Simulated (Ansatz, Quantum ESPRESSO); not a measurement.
# Are band offsets transitive? GaAs, MgS and ZnSe

**Set-up.** Quantum ESPRESSO 7.5, LDA with GBRV files. Each pair is a 5 + 5 layer (110) superlattice with atoms on ideal cubic sites at the pair's mean lattice constant; bulk valence tops are placed on the mean potential of each half. An offset X/Y is the valence top of Y less that of X.

| interface | a (Å) | valence offset (eV) |
| --- | --- | --- |
| GaAs/MgS | 5.61 | −2.126 |
| MgS/ZnSe | 5.606 | +1.101 |

**Question.** What is the offset GaAs/ZnSe, computed at a = 5.63 Å?

**Fit.** If offsets were properties of the bulk crystals alone, they would add: −2.126 + (+1.101) = −1.025 eV.

**The withheld run.** −0.889 eV; the sum misses by −0.136 eV. The rule holds roughly. The three lattice constants differ by up to 0.4 %, so strain shifts of the valence tops enter the miss along with interface dipoles.

Caveats: No interface relaxation, no spin-orbit coupling, thickness untested.
